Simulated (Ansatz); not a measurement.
Here is an Ansatz 0.2.0 calculation.

File input.yaml:

```yaml
crystal:
  lattice:
    - [-1.572281, 1.572281, 1.572281]
    - [1.572281, -1.572281, 1.572281]
    - [1.572281, 1.572281, -1.572281]
  atoms:
    - { symbol: Pd, position: [0.0, 0.0, 0.0] }
hamiltonian:
  xc: pbe
  pseudopotentials: { kind: paw }
kpoints:
  mp_grid: { grid: [12, 12, 12] }
scf:
  occupations: { method: gaussian, width: 0.024 }
output:
  forces: true
  stress: true
  eigenvalues: true
```

Potentials or basis: Ansatz PAW.

Run with:

```sh
$ ansatz run input.yaml --threads 2 --pin off --max-ram 5632MiB --backend cpu --events-out ev --progress --plain --runs-dir out
```

(1) Predict the band gap on the k mesh.

(2) Predict the pressure.

Answers

(1) none (metal or under the smearing width).

(2) -1.2 GPa.
